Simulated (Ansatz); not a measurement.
The system is TiTe2.

```
CELL_PARAMETERS angstrom
3.77700 0.00000 0.00000
-1.88850 3.27098 0.00000
0.00000 0.00000 6.49800
ATOMIC_POSITIONS crystal
Te 0.33333 0.66667 0.73720
Te 0.66667 0.33333 0.26280
Ti 0.00000 0.00000 0.00000
```

```yaml
Program: Ansatz 0.2.0
Task: single point
Functional: PBE
Potentials_or_basis: all-electron LAPW, scalar-relativistic
Cutoff: 240 eV (chosen from the basis error)
Basis_error_allowed: 0.001 eV/atom
k_mesh: 8 × 8 × 4
Occupations: fermi-dirac, width 0.05 eV
Spin: no spin polarisation
```

On this cell: pressure 0.9 GPa; largest force 0.011 eV/Å; band gap on the k mesh none (metal or under the smearing width).

The same run follows on a disturbed copy (atoms moved at random, drawn with an rms of 0.05 Å):

```
CELL_PARAMETERS angstrom
3.77700 0.00000 0.00000
-1.88850 3.27098 0.00000
0.00000 0.00000 6.49800
ATOMIC_POSITIONS crystal
Te 0.33883 0.66074 0.74191
Te 0.66739 0.33800 0.26724
Ti 0.99875 0.99981 0.00240
```

Task: What does the disturbed cell give?

Result: The energy (extrapolated to zero smearing) moves by +1.6 meV/atom; pressure 1.0 GPa; largest force 0.187 eV/Å; band gap on the k mesh none (metal or under the smearing width).

Forces in eV/Å, atoms in the order of the input:
```
Te  -0.130  0.083 -0.106
Te   0.043 -0.073 -0.058
Ti   0.086 -0.009  0.163
```

Stress tensor (GPa, compression positive):
```
 0.61  0.18  0.50
 0.18  0.92 -0.46
 0.50 -0.46  1.36
```

Caveats: this functional lacks dispersion, which binds the layers, so the pressure and a relaxed spacing across them are unreliable (some runs).
